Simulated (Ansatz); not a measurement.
Ru: equation of state with PBE

The system is Ru.

```xyz
2
Lattice="2.7058 0.0000 0.0000 -1.3529 2.3433 0.0000 0.0000 0.0000 4.2819" Properties=species:S:1:pos:R:3 pbc="T T T"
Ru    1.3529    0.7811    3.2114
Ru    0.0000    1.5622    1.0705
```

- Program: Ansatz 0.2.0
- Task: equation of state
- Functional: PBE
- Potentials or basis: Ansatz NC
- Cutoff: 1143 eV
- Density cutoff: 4572 eV
- k mesh: 11 × 11 × 6
- Occupations: fermi-dirac, width 0.05 eV
- Spin: no spin polarisation

```json
{
 "Equilibrium volume": "13.77 Å³/atom",
 "Bulk modulus at fixed shape and positions": "312 GPa",
 "Pressure derivative of the bulk modulus": "4.8"
}
```

Energy against volume, from the lowest point:
| volume (Å³/atom) | energy (meV/atom) |
| --- | --- |
| 12.760 | 82.59 |
| 13.032 | 42.07 |
| 13.303 | 15.80 |
| 13.575 | 2.23 |
| 13.846 | 0.00 |
| 14.118 | 7.86 |
| 14.389 | 24.71 |

All runs of the series together: 24 s on 2 threads of Arm Neoverse V2, with other jobs on the host.

Caveat: the cell was scaled at fixed shape and fractional positions, which overstates the stiffness of a crystal with free parameters, most of all of layers and chains.
